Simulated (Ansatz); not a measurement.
## What electrons 7.0×10^21 cm⁻³ does to GeO2

Start from GeO$_{2}$ in the rutile structure (space group P4_2/mnm, No. 136; a = 4.488 Å, c = 2.905 Å).

Modification: 0.410 electrons added to each cell, a density of 7.0×10^21 cm⁻³, with a uniform compensating background at fixed cell and a 300 K Fermi–Dirac width.

Calculations: PBE (Ansatz, an electronic-structure program, PAW, spin-orbit coupling left out), earlier PAW set. k-mesh 10×10×16 (Γ-centred); smearing 0.0259 eV (Fermi–Dirac).

| quantity | base | changed | shift |
|---|---|---|---|
| gap between the host's bands | 1.22 eV | 1.16 eV | -0.052 eV |
| gap character | direct at Γ | direct at Γ | – |
| largest internal atomic displacement | – | 0.016 Å | – |
| Fermi level relative to the doped band's edge (positive inside the band; to 0.05 eV) | – | +2.65 eV | – |

Final structure:

```
CELL_PARAMETERS angstrom
      4.48837     0.00000     0.00000
      0.00000     4.48837     0.00000
      0.00000     0.00000     2.90531
ATOMIC_POSITIONS crystal
  Ge 0.00000 0.00000 0.00000
  Ge 0.50000 0.50000 0.50000
  O  0.30460 0.30460 0.00000
  O  0.80460 0.19540 0.50000
  O  0.19540 0.80460 0.50000
  O  0.69540 0.69540 0.00000
```
Cell charge -0.409702.

Carriers are added with a uniform compensating background; total energy and stress of such cells depend on the potential's zero and are not compared; many-body gap narrowing is missing at this level. Whether these cells are dynamically stable was not tested.
